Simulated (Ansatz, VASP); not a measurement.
## ZnSe in VASP and in Ansatz

The input INCAR:

```
PREC     = Accurate       # precision mode
ENCUT    = 520            # plane-wave cutoff, eV
EDIFF    = 1E-7           # SCF threshold, eV
ISMEAR   = 0              # smearing method
SIGMA    = 0.05           # smearing width, eV
LREAL    = False          # projectors in reciprocal space
LASPH    = True           # aspherical terms in the spheres
NELM     = 60             # most SCF steps
ALGO     = Normal         # electronic algorithm
ISIF     = 2              # what is computed and relaxed
LWAVE    = False          # write WAVECAR
LCHARG   = True           # write CHGCAR
GGA      = PE             # functional
LELF     = True           # ELF
LVHAR    = True         
NBANDS   = 16             # bands
```

File KPOINTS:

```
Automatic mesh
0
Gamma
  8 8 8
```

The input POSCAR:

```
ZnSe
1.0
    0.0000000000      2.6366465291      3.0951937515
    2.6366465291      0.0000000000      3.0951937515
    2.6366465291      2.6366465291      0.0000000000
Zn Se
1 1
Direct
    0.0000000000      0.0000000000      0.0000000000
    0.7500000000      0.7500000000      0.7500000000
```

Input for Ansatz:

```yaml
crystal:
  lattice:
    - [0.0, 2.6366465291, 3.0951937515]
    - [2.6366465291, 0.0, 3.0951937515]
    - [2.6366465291, 2.6366465291, 0.0]
  atoms:
    - { symbol: Zn, position: [0.0, 0.0, 0.0] }
    - { symbol: Se, position: [0.75, 0.75, 0.75] }
basis:
  ecutwfc: 420
kpoints:
  mp_grid: { grid: [8, 8, 8] }
hamiltonian:
  xc: pbe
scf:
  occupations: { method: gaussian, width: 0.05 }
output:
  forces: true
  stress: true
  eigenvalues: true
```

Change from the starting cell: strain -0.080 along x and y, +0.080 along z, atoms carried along.

Alike in both runs: task single point; functional PBE; k mesh 8 × 8 × 8; occupations gaussian, width 0.05 eV; no spin polarisation.

```csv
,VASP,Ansatz
version,VASP 6.6.1,Ansatz 0.2.0
potentials or method,"VASP PAW PBE potentials, release 64 (Zn, Se)","scalar-relativistic, plane waves, PAW"
plane-wave cutoff (eV),520,420
valence electrons in the cell,18,28
```

VASP gave:

```
gap on the k mesh at the Fermi level (eV)       : 1.11
least direct gap on the mesh (eV)               : 1.11
pressure (GPa)                                  : 6.0
largest component of the traceless stress (GPa) : 4.78
```

Problem. Which values does Ansatz return?

Solution. gap on the k mesh at the Fermi level (eV): 1.11; least direct gap on the mesh (eV): 1.11; pressure (GPa): 5.7; largest component of the traceless stress (GPa): 4.82.

The two sets of potentials don't hold the same shells in valence.
